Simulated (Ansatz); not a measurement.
KCl in the rocksalt structure (r2SCAN geometry), in Ansatz:

Space group Fm-3m (No. 225). a = 6.290 Å, b = 6.290 Å, c = 6.290 Å, α = 90.00°, β = 90.00°, γ = 90.00°
```json
{"atom": "K", "site": "4a", "symmetry": "m-3m", "x": "0.0000", "y": "0.0000", "z": "0.0000"}
{"atom": "Cl", "site": "4b", "symmetry": "m-3m", "x": "0.5000", "y": "0.0000", "z": "0.0000"}
```

G0W0@PBE with 233 empty bands, a screening cutoff of 140 eV and a 4×4×4 mesh (PAW, contour deformation) gives 7.931 eV over the mesh points, from a PBE gap of 5.194 eV; it sums over 241 bands with 259 plane waves in the screening and a wave cutoff of 420 eV. G0W0 here is at a finite number of bands, screening cutoff and k mesh, not at the basis limit. No spin polarisation and no zero-point or thermal motion.

Q: Estimate the gap with frequency model Godby-Needs pole.

A: 7.922 eV (-0.009 eV), from a Kohn-Sham gap of 5.194 eV.

Q: Estimate the gap with starting point HSE06.

A: 8.547 eV (+0.616 eV), from a Kohn-Sham gap of 6.505 eV.
